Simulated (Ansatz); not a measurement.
## One atom moved over a plane in C

Level of theory: DFT LDA, scalar-relativistic, plane waves, PAW in Ansatz. Cutoff 420 eV, Γ-centred 24×24×6 k-points, Gaussian smearing of 0.15 eV. No spin polarisation. Energies are free energies at this smearing, counted from the undisturbed cell; pressure is positive in compression.

The starting cell (as given, not relaxed at this level; it stands at -1.6 GPa; this form isn't the usual structure):

```yaml
crystal:
  lattice:
    - [2.45617, 0.00000, 0.00000]
    - [-1.22809, 2.12711, 0.00000]
    - [0.00000, 0.00000, 8.52380]
  atoms:
    - { symbol: C, position: [0.33333, 0.66667, 0.00000] }
    - { symbol: C, position: [0.66667, 0.33333, 0.00000] }
```

The cell holds layers and no dispersion correction was added, so their binding is poorly described.

Atom 1 (C) is moved by p along (0.707, 0.707, 0.000) and q along (0.000, 0.000, 1.000) (Å), all else fixed. Points are written (p, q).

Energy above the undisturbed cell in eV/cell (a dash: not computed):

```
 p \ q  -0.200  -0.100  0.000  0.100  0.200
-0.200    1.47    1.28   1.22   1.28   1.47
-0.100    0.62    0.37   0.29   0.37   0.62
 0.000    0.36       ?   0.00      ?   0.36
 0.100       ?    0.34   0.26   0.34      ?
 0.200    1.23    1.03      ?   1.03   1.23
```

Q: Fill in the withheld energies.

A: (0.000, -0.100): 0.09; (0.000, 0.100): 0.09; (0.100, -0.200): 0.59; (0.100, 0.200): 0.59; (0.200, 0.000): 0.96.